**Question.** The table gives the bulk modulus of hexagonal diamond, a carbon crystal in which each atom has four neighbours at 1.544 Å. The rows differ in method and in program, and two results are withheld.

(a) How large is the effect of the functional beside that of the program?

(b) Predict the modulus for WC in FLEUR and for RPBE-D4 in SIESTA, each with a range.

(c) Compare the predictions with the computed values, and say what a hit or a miss teaches.

Bulk modulus of hexagonal diamond (space group P6₃/mmc, 4-atom cell) from classical force fields and Kohn-Sham density-functional theory, in the programs named in the table. Each modulus comes from a static-lattice equation of state and is taken at the method's own energy minimum. Kmax is the FLEUR basis cutoff in 1/bohr.

```
               method         rung               program                  potentials      basis               k mesh            smearing  bulk modulus (GPa)
                COMB3  force field                LAMMPS                ffield.comb3    default     none 4-atom-cell            none 0eV               481.6
                 REBO  force field                LAMMPS                     CH.rebo    default     none 4-atom-cell            none 0eV               441.8
              Tersoff  force field                LAMMPS             SiC.tersoff.zbl    default     none 4-atom-cell            none 0eV               451.7
      Tersoff-Brenner  force field  matscipy-through-ASE    Tersoff_PRB_39_5566_Si_C    default     none 4-atom-cell            none 0eV               425.7
polymorphic many-body  force field                LAMMPS            FeCH_BOP_II.poly    default     none 4-atom-cell            none 0eV               484.0
                  LDA          LDA              CONQUEST           PseudoDojo-NC-LDA        DZP    6x4x4 8-atom-cell  fermi-dirac 0.05eV               458.9
                   PZ          LDA                 FLEUR                all-electron  5.19 Kmax  12x12x7 4-atom-cell  fermi-dirac 0.05eV               469.9
               PBEsol          GGA              CONQUEST        PseudoDojo-NC-PBEsol        DZP    6x4x4 8-atom-cell  fermi-dirac 0.05eV               439.3
                 RPBE          GGA                 FLEUR                all-electron  5.19 Kmax  12x12x7 4-atom-cell  fermi-dirac 0.05eV               423.1
              RPBE-D4          GGA                SIESTA  PseudoDojo-0.4-standard-NC        DZP  12x12x7 4-atom-cell  fermi-dirac 0.05eV                   ?
                   WC          GGA                 FLEUR                all-electron  5.34 Kmax  12x12x7 4-atom-cell  fermi-dirac 0.05eV                   ?
```

**Answer to (a)**

Two sizes are worth remembering for this stiff crystal. A change of density functional moves the modulus by 4 to 10 %, and a change of program within LDA moves it by about 2 %. Both are read from the known rows, relative to the LDA value of the program concerned, or of FLEUR for the change of program. The functional therefore matters more here, but the program can't be ignored.

The comparison is clean only inside one program. In CONQUEST, the step from LDA to PBEsol lowers the modulus by 19.6 GPa. In FLEUR, the step from PZ, which is also an LDA, to RPBE lowers it by 46.8 GPa. Between the two programs, the LDA values differ by 11.0 GPa, with CONQUEST the softer. That offset mixes the pseudopotential, the small DZP basis of atomic orbitals and a coarser k mesh, so it belongs to the whole set-up and not to one ingredient. A further run in ABINIT, with plane waves and a PAW data set, gives 467.8 GPa for PZ. That is close to FLEUR, so the offset comes mainly from the CONQUEST set-up.

The force fields are of no help in part (b). Their values spread over 58 GPa, which is more than the whole range of the known density-functional rows. They depend on how each parameter set was fitted, and they contain no functional whose effect could be carried over. The label "Tersoff-Brenner" names only the form of the potential: its file holds Tersoff's parameters for silicon and carbon, not Brenner's fit for carbon.

The order of the functionals has a standard explanation. The modulus is the curvature of the energy at its minimum,

$$B = V\,\frac{d^2E}{dV^2},$$

with $E$ the energy and $V$ the volume. When a crystal is compressed, this curve becomes steeper and more strongly bent. A functional that places the minimum at a smaller volume therefore tends to give a higher modulus.

LDA binds too strongly and so gives bonds that are short and stiff. A gradient correction to exchange lowers the energy where the density varies rapidly. Stretching the crystal makes the density more uneven, so the correction favours longer bonds and a softer solid. For weak gradients its strength is set by a coefficient $\mu$, which is zero in LDA, roughly 0.12 in PBEsol and roughly 0.22 in RPBE (recalled values). The known moduli follow this order within each program. WC also starts at roughly 0.22, but at moderate gradients its correction is weaker than that of RPBE.

Equations of state for the same crystal support the link through volume. The minimum for RPBE in FLEUR lies at a volume about 5 % larger than that for PZ in ABINIT. Stretched to 5.84 Å³ per atom, close to the RPBE minimum, the LDA crystal has a modulus of only about 379 GPa, which is below RPBE's own value. RPBE is therefore softer because its minimum lies at a larger volume, and not because it is softer at a given volume.

**Answer to (b)**

The model assumes that the effects of functional and program add. A prediction then starts from a known row in the right program, or with the right functional, and adds differences taken from elsewhere in the table.

For WC the starting point is PZ in FLEUR. WC and PBEsol are built differently, but both were designed for solids and are known to give similar bond lengths there. The step from LDA to PBEsol can therefore stand in for the step from PZ to WC. That step was computed in CONQUEST, but as a difference within one program it should be largely free of the program's own offset:

$$B_{\mathrm{WC}} \approx 469.9 + (439.3 - 458.9) = 450.3\ \text{GPa}.$$

The prediction is about 450 GPa, with a range of ±8 GPa. WC should lie between PZ and RPBE, and nearer to PZ. The range allows for two weaknesses: WC and PBEsol differ in both exchange and correlation, and the program offset need not be the same for every functional.

A second model offers a rough comparison. It lets the modulus fall in proportion to $\mu$ and gives the DZP runs one common offset. It is fitted to the four known density-functional rows. If WC is given PBEsol's 0.12 as an effective strength, the fit puts it near 444 GPa, inside the range above. With WC's own weak-gradient value of 0.22 it would give about 424 GPa, so the answer depends on that choice. It spends three constants on four rows, so its close fit is weak evidence.

RPBE-D4 in SIESTA is harder, because both the program and the dispersion correction are new. The starting point is RPBE in FLEUR, at 423.1 GPa. SIESTA also uses a DZP basis with pseudopotentials, so the CONQUEST offset of −11.0 GPa serves as a stand-in. It is a poor one, since two programs can build different orbitals under the same label, and the CONQUEST run also has the coarser k mesh.

The D4 correction adds an attraction between atoms that is damped at short distance. In diamond it acts mainly between atoms that are not directly bonded, and it pulls the whole network together. Without damping, the attraction would have a negative curvature, which by itself softens the crystal. Damping weakens this effect and can reverse it for close neighbours. The move to a smaller volume, where the covalent bonds resist more strongly, should decide the sign. The net stiffening is taken as 20 GPa, a guess good only to its order of magnitude:

$$B_{\mathrm{RPBE\text{-}D4}} \approx 423.1 - 11.0 + 20 \approx 432\ \text{GPa}.$$

The range is ±20 GPa, as wide as the guessed term itself. Both ranges are judgements and not statistical errors.

**Answer to (c)**

The withheld rows as computed:

```
 method  rung  program                  potentials      basis               k mesh            smearing  bulk modulus (GPa)
RPBE-D4   GGA   SIESTA  PseudoDojo-0.4-standard-NC        DZP  12x12x7 4-atom-cell  fermi-dirac 0.05eV               437.8
     WC   GGA    FLEUR                all-electron  5.34 Kmax  12x12x7 4-atom-cell  fermi-dirac 0.05eV               450.2
```

Both values fall inside their ranges. WC comes out at 450.2 GPa, practically on the prediction, and it lies nearer to PZ than to RPBE, as expected. RPBE-D4 comes out at 437.8 GPa, about 6 GPa above the prediction. The two hits don't carry the same weight.

The WC result supports the idea of carrying over a difference. The step from PZ to WC in FLEUR is almost the same as the step from LDA to PBEsol in CONQUEST, although the absolute moduli of the two programs differ. The WC run also has a slightly higher basis cutoff than the PZ run (Kmax 5.34 against 5.19), so its step is not purely one of functional. Agreement to a tenth of a GPa is nevertheless luck. The model ignores effects of several GPa, and these must have been small or have cancelled.

The RPBE-D4 result supports less. Without the guessed D4 term the prediction would have been 412 GPa, well below the computed value. A stiffening by dispersion would explain the difference, and its direction agrees with the argument above. A stiffer SIESTA set-up could also explain it, but it would have to lie about 15 GPa above FLEUR, whereas CONQUEST lies 11 GPa below. Plain RPBE, run in SIESTA with the same settings, would separate the two.

The fit in $\mu$ does less well. With the strength borrowed from PBEsol it places WC about 6 GPa too low, which is within the error of about 9 GPa found when each fitted row is left out in turn. With WC's own weak-gradient coefficient it would be about 26 GPa too low. That coefficient alone therefore doesn't fix the modulus. WC and RPBE share it, and they also share their correlation part, so the 27.1 GPa between them in FLEUR must come almost wholly from exchange at larger gradients. For RPBE-D4 the fit is about 21 GPa too low, but it has no dispersion term and was never made for such a row. The printed output below gives the details.

**Remarks on the reasoning**

The decisive step is the choice of what to carry from one program to another. A candidate who notes that WC resembles PBEsol might simply copy the PBEsol value, 439.3 GPa, from CONQUEST. This would miss the computed WC value by 10.9 GPa, nearly the offset between the two programs at LDA. The physical insight would be right, and the error would come from mixing set-ups. Taking the difference between two functionals in one program removes most of that error at no cost.

A good answer also keeps the sources of its numbers apart. The functional step and the program offset are read from the table, while the D4 term is a guess guided by theory. A hit on the sum doesn't confirm each part, because an overestimate in one can hide an underestimate in another. The wider range for RPBE-D4 expresses this, and it should not be narrowed afterwards because the result turned out close.

Finally, the task was to predict what a program gives, which is not the same as the stiffness of a real crystal. All the values hold for a static lattice. Zero-point motion softens diamond by roughly 10 GPa (a recalled value), about as much as the change of program does here. A comparison with experiment would have to include it before any functional is praised or blamed.

Printed output of the fit:

```
CONQUEST LDA less FLEUR PZ, GPa: -11
the same offset in percent of FLEUR PZ: -2.341
PBEsol less LDA within CONQUEST, GPa: -19.6
the same step in percent of LDA: -4.271
RPBE less PZ within FLEUR, GPa: -46.8
the same step in percent of PZ: -9.96
spread of the five force fields, highest less lowest, GPa: 58.3
forecast for WC in FLEUR, GPa (range plus or minus 8): 450.3
computed WC in FLEUR, GPa: 450.2
miss for WC, forecast less computed, GPa: 0.1
forecast for RPBE-D4 in SIESTA, GPa (range plus or minus 20): 432.1
the same forecast without the D4 guess, GPa: 412.1
computed RPBE-D4 in SIESTA, GPa: 437.8
miss for RPBE-D4, forecast less computed, GPa: -5.7
computed WC less PZ within FLEUR, GPa: -19.7
computed WC less RPBE within FLEUR, GPa: 27.1
computed RPBE-D4 in SIESTA less RPBE in FLEUR, GPa: 14.7
fit of B on 4 rows (~ff): constant 468.7 +/- 3.5, coefficient of mu -201.4 +/- 21, coefficient of dzp -7.47 +/- 3.8; rms 1.84, worst PBEsol -2.28, leave-one-out rms 8.75
  rows outside the fit (model, value, miss): COMB3 468.7, 481.6, -12.9; REBO 468.7, 441.8, 26.9; Tersoff 468.7, 451.7, 17; Tersoff-Brenner 468.7, 425.7, 43; polymorphic many-body 468.7, 484, -15.3; RPBE-D4 416.9, 437.8, -20.9; WC 444.5, 450.2, -5.71
```
